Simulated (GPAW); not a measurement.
A run of GPAW 26.7.0:

File run.py:

```python
from ase.eos import EquationOfState
from ase.io import Trajectory, read
from ase.units import GPa
from gpaw import GPAW, PW

atoms = read('POSCAR')

traj = Trajectory('eos.traj', 'w')
volumes, energies = [], []
for x in [0.94, 0.96, 0.98, 1.0, 1.02, 1.04, 1.06]:
    a = atoms.copy()
    a.set_cell(atoms.cell * x**(1 / 3), scale_atoms=True)
    calc = GPAW(mode=PW(600),
                xc='MGGA_X_REVTPSS+MGGA_C_REVTPSS',
                kpts={'size': (11, 11, 11), 'gamma': True},
                occupations={'name': 'fermi-dirac', 'width': 0.05},
                nbands=15,
                convergence={'density': 1e-05, 'energy': 1e-05},
                eigensolver='davidson',
                maxiter=150,
                txt=f'eos-{x:.2f}.txt')
    a.calc = calc
    energies.append(a.get_potential_energy(force_consistent=True))
    volumes.append(a.get_volume())
    p = -a.get_stress()[:3].mean() / GPa
    calc.write(f'eos-{x:.2f}.gpw')
    traj.write(a)
    print(f'{x:.2f} {volumes[-1]:10.4f} A^3 {energies[-1]:14.6f} eV {p:9.3f} GPa', flush=True)

v0, e0, B = EquationOfState(volumes, energies, eos='birchmurnaghan').fit()
print(f'V0 = {v0:.4f} A^3, E0 = {e0:.6f} eV, B0 = {B / GPa:.2f} GPa')
```

File POSCAR:

```
Ta
1.0
   -1.6512800000      1.6512800000      1.6512800000
    1.6512800000     -1.6512800000      1.6512800000
    1.6512800000      1.6512800000     -1.6512800000
Ta
1
Direct
    0.0000000000      0.0000000000      0.0000000000
```

Potentials or basis: GPAW PAW data sets (gpaw-data 1.2.1), pw.

Run with:

```bash
$ OMP_NUM_THREADS=1 python run.py
```

Hardware: 1 thread of Arm Neoverse V1 (shared host).

Q: How long does it take, and how much memory?

A: Wall time 6 min on 1 thread of Arm Neoverse V1, with other jobs on the host, peak memory 0.76 GiB. Counts: scf iterations 114, plane waves 603, bands 15, k points 56.
